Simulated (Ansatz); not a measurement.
Runs of Ansatz 0.2.0 on HfO2. It takes space group P4_2/mnm (No. 136, tetragonal). The conventional cell has a = 4.814 Å, b = 4.814 Å, c = 3.205 Å, α = 90.00°, β = 90.00°, γ = 90.00°. Hf (site symmetry mmm) is surrounded by 6 O at 2.08 Å. Around O (site symmetry m2m) lie 3 Hf at 2.08 Å. Measurements of this composition are mostly on another form, of space group No. 14.

```csv
task,level,cell,cutoff (eV),smearing,points for each segment of the path,gap on the mesh (eV),pressure (GPa),relaxed volume (Å³/atom),largest force (eV/Å)
relaxation of cell and atoms,PBE+D3(BJ),relaxed,420,fermi-dirac 0.05 eV,-,3.94,0.0,(b),-
single point,PBE,as given,420,gaussian 0.012 eV,-,4.04,(a),-,0.08
relaxation of cell and atoms,PBE+D4,relaxed,420,fermi-dirac 0.05 eV,-,3.94,0.0,12.70,-
relaxation of cell and atoms,BLYP,relaxed,420,fermi-dirac 0.05 eV,-,3.83,0.0,13.16,-
band structure,r2SCAN,as given,500,fermi-dirac 0.05 eV,14,4.59,(c),-,0.04
```

Alike in all rows: potentials or basis Ansatz PAW; no spin polarisation; k mesh 6 × 6 × 8.

Problem. Estimate the missing entries.

Solution. (a) 8.5; (b) 12.69; (c) 3.6.

Caveats: spin-orbit coupling is left out, which moves the levels of the heavy elements; the plane-wave basis is chosen anew once the cell has moved, so the energies of steps on either side of that aren't comparable (some runs); the PAW data sets come from PBE, with cores solved anew for the run's functional, which leaves a small shift of forces and pressure (some runs).

A k mesh can miss the band edges, and the runs leave out spin-orbit coupling on Hf.
